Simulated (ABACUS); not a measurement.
The system is CdSe (Cadmoselite).

```
Cd Se
1.0
     4.30000    0.00000    0.00000
    -2.15000    3.72391    0.00000
     0.00000    0.00000    7.02000
Cd Se
2 2
Direct
  0.66667 0.33333 0.50000
  0.33333 0.66667 0.00000
  0.66667 0.33333 0.88500
  0.33333 0.66667 0.38500
```

Base run:

- Program: ABACUS 3.10.1
- Functional: PBEsol
- Potentials or basis: SG15 ONCV 1.2 PBE
- Cutoff: 1401 eV
- Density cutoff: 5606 eV
- Basis: plane waves
- k mesh: 6 × 6 × 3
- Occupations: fermi-dirac, width 0.05 eV
- Spin: no spin polarisation

Its results: band gap on the k mesh 0.54 eV, direct; pressure 0.5 GPa; largest force 0.273 eV/Å.

Problem. The run is repeated on the same cell with these changes: functional from PBEsol to r2SCAN; cutoff from 1401 eV to 1619 eV; density cutoff from 5606 eV to 6476 eV; k mesh from 6 × 6 × 3 to 4 × 4 × 3. What comes out?

Solution. Band gap on the k mesh 1.00 eV, direct; pressure 1.8 GPa; largest force 0.297 eV/Å.

Several settings changed at once, so the effect can't be laid on one alone.

Caveats: some runs use coarse meshes; the potentials were made for another functional, which shifts forces and pressure; an odd mesh through Γ misses points on the zone boundary, where band edges often lie.

Not every run made on this cell is shown here.
